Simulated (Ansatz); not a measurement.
**HgSe: relaxation of cell and atoms with PBE**

The system is HgSe.

```xyz
2
Lattice="0.0000 3.0390 3.0390 3.0390 0.0000 3.0390 3.0390 3.0390 0.0000" Properties=species:S:1:pos:R:3 pbc="T T T"
Hg    0.0000    0.0000    0.0000
Se    4.5585    4.5585    4.5585
```

| Item | Value |
| --- | --- |
| Program | Ansatz 0.2.0 |
| Task | relaxation of cell and atoms |
| Functional | PBE |
| Potentials or basis | all-electron LAPW, scalar-relativistic |
| Basis error allowed | 0.001 eV/atom |
| k mesh | 6 × 6 × 6 |
| Occupations | fermi-dirac, width 0.05 eV |
| Spin | no spin polarisation |

```yaml
Relaxed_volume: 30.69 Å³/atom
Relaxed_cell: a = 4.428 Å, b = 4.428 Å, c = 4.428 Å, α = 60.00°, β = 60.00°, γ = 60.00°
Space_group_after_relaxing_to_0.05_Å: F-43m (No. 216)
Energy_gained_by_relaxing: 35.7 meV/atom
Ionic_steps: 5
Pressure_after_relaxing: 0.0 GPa
```

The path:
| step | energy change (eV) | largest force (eV/Å) | volume (Å³) |
| --- | --- | --- | --- |
| 1 | 0.0000 | 0.0000 | 56.13 |
| 2 | -0.0670 | 0.0000 | 62.86 |
| 3 | -0.0713 | 0.0000 | 61.63 |
| 4 | -0.0715 | 0.0000 | 61.37 |
| 5 | -0.0715 | 0.0000 | 61.37 |

Final structure:
```xyz
2
Lattice="0.0000 3.1308 3.1308 3.1308 0.0000 3.1308 3.1308 3.1308 0.0000" Properties=species:S:1:pos:R:3 pbc="T T T"
Hg    0.0000    0.0000    0.0000
Se    4.6962    4.6962    4.6962
```

It took 40 s on 1 thread of Arm Neoverse V2, with other jobs on the host, peak memory 0.3 GiB.

Caveat: the k mesh is thin for a metal, which can move the energy by tens of meV per atom. Spin-orbit coupling is left out, which matters for the levels of Hg.
